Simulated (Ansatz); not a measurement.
One crystal and one scan (energy against volume) at two levels, PBE (plane waves to 420 eV, PAW, scalar-relativistic; Ansatz, a quantum-chemistry and plane-wave program) and r2SCAN (plane waves to 500 eV, PAW, scalar-relativistic; Ansatz), each from its own relaxed cell and on its own mesh. The cell shown is that of PBE.

BeO (wurtzite)

```
BeO
1.0
    2.71166     0.00000     0.00000
   -1.35583     2.34837     0.00000
    0.00000     0.00000     4.40429
Be O
2 2
Cartesian
  1.35583   0.78279   0.00655
  0.00000   1.56558   2.20870
  1.35583   0.78279   2.74701
  0.00000   1.56558   0.54486
```

The volume is varied about the relaxed value V₀ at fixed cell shape. The atoms relax within the cell's symmetry.

Energies are smeared free energies. BeO was relaxed with its symmetry unable to fall. The PAW data are Ansatz's earlier set. With the shape held, the modulus is that of even scaling; a crystal free to change shape is softer. Percentages come from the unrounded values. Both scans cover V/V₀ from 0.840 to 1.160.

Results of PBE:

| Item | Value |
|---|---|
| Lattice constant a (Å) | 2.712 |
| Lattice constant c (Å) | 4.404 |
| Relaxed volume (Å³/atom) | 7.01 |
| Pressure at the smallest volume (GPa) | 50.4 |
| Energy cost of the largest compression (meV/atom) | 153.8 |
| Energy cost of the largest expansion (meV/atom) | 92.6 |
| Bulk modulus at fixed cell shape B₀ (third-order Birch-Murnaghan fit) (GPa) | 209.2 |
| Pressure for 5 % compression (fit) (GPa) | 11.8 |

Problem. What does r2SCAN give for the same quantities?

Solution. 
```json
[
 {"quantity": "Lattice constant a (Å)", "r2SCAN": "2.690", "PBE − r2SCAN": "+0.022 (+0.8 %)"},
 {"quantity": "Lattice constant c (Å)", "r2SCAN": "4.369", "PBE − r2SCAN": "+0.035 (+0.8 %)"},
 {"quantity": "Relaxed volume (Å³/atom)", "r2SCAN": "6.85", "PBE − r2SCAN": "+0.16 (+2.4 %)"},
 {"quantity": "Pressure at the smallest volume (GPa)", "r2SCAN": "54.3", "PBE − r2SCAN": "-3.9 (-7.1 %)"},
 {"quantity": "Energy cost of the largest compression (meV/atom)", "r2SCAN": "161.7", "PBE − r2SCAN": "-7.9 (-4.9 %)"},
 {"quantity": "Energy cost of the largest expansion (meV/atom)", "r2SCAN": "97.4", "PBE − r2SCAN": "-4.8 (-4.9 %)"},
 {"quantity": "Bulk modulus at fixed cell shape B₀ (third-order Birch-Murnaghan fit) (GPa)", "r2SCAN": "225.3", "PBE − r2SCAN": "-16.1 (-7.1 %)"},
 {"quantity": "Pressure for 5 % compression (fit) (GPa)", "r2SCAN": "12.7", "PBE − r2SCAN": "-0.9 (-7 %)"}
]
```

PBE gives the higher value for: lattice constant a; lattice constant c; relaxed volume. PBE gives the lower value for: pressure at the smallest volume; energy cost of the largest compression; energy cost of the largest expansion; bulk modulus at fixed cell shape B₀; pressure for 5 % compression. Neither level is exact: the differences show how much the result hangs on the functional.

(Under strain, the slope of the energy per volume gives the stress and its curvature an elastic modulus.)
